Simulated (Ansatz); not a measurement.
# SiO2: the cost of one run

Program: Ansatz 0.2.0. Level of theory: DFT PBE, scalar-relativistic, plane waves, PAW. These are calculated values, not measurements.

3 further runs of the same task are left out: 2 that didn't finish, 1 set aside as unsound or not needed.

## Step 1: The system as given

Symmetry: I4_1/amd, No. 141, tetragonal system. Conventional cell: a = 3.818 Å, b = 3.818 Å, c = 9.775 Å, α = 90.00°, β = 90.00°, γ = 90.00°. Around Ti (site symmetry -4m2) lie 6 O at 1.96 to 2.01 Å. Around O (site symmetry 2mm) lie 3 Ti at 1.96 to 2.01 Å.

Coordinates:

```
CELL_PARAMETERS angstrom
-1.90900 1.90900 4.88756
1.90900 -1.90900 4.88756
1.90900 1.90900 -4.88756
ATOMIC_POSITIONS crystal
Ti 0.00000 0.00000 0.00000
Ti 0.75000 0.25000 0.50000
O 0.95530 0.45530 0.50000
O 0.20530 0.20530 0.00000
O 0.54470 0.04470 0.50000
O 0.79470 0.79470 0.00000
```

It goes back to an entry of the Materials Project.

It is the result of an earlier relaxation at this level (volume 11.87 Å³/atom; gap on the mesh: 2.65 eV).

## Step 2: Ti → Si: the starting cell

SiO2 starts from the relaxed positions of TiO2, with all lengths scaled by 0.892, a guess from tabulated radii.

## Step 3: Probe: one point at the start (SiO2)

input.yaml

```yaml
crystal:
  lattice:
    - [-1.7022167338, 1.7022167338, 4.3581345089]
    - [1.7022167338, -1.7022167338, 4.3581345089]
    - [1.7022167338, 1.7022167338, -4.3581345089]
  atoms:
    - { symbol: Si, position: [0.0, 0.0, 0.0] }
    - { symbol: Si, position: [0.75, 0.25, 0.5] }
    - { symbol: O, position: [0.9552981746, 0.4552981746, 0.5] }
    - { symbol: O, position: [0.2052981746, 0.2052981746, 0.0] }
    - { symbol: O, position: [0.5447018254, 0.0447018254, 0.5] }
    - { symbol: O, position: [0.7947018254, 0.7947018254, 0.0] }
basis:
  ecutwfc: 420
kpoints:
  mp_grid: { grid: [8, 8, 8] }
hamiltonian:
  xc: pbe
scf:
  occupations: { method: gaussian, width: 0.1 }
output:
  forces: true
  stress: true
  eigenvalues: true
```

Launch:

```console
$ ansatz run input.yaml --threads 1 --pin off --max-ram 2560MiB --backend cpu --events-out ev --progress --plain --runs-dir out
```

Q: Estimate wall time and peak memory on 1 thread of Arm Neoverse V2, shared host.

About 3.2 s, with a peak of 0.32 GiB.
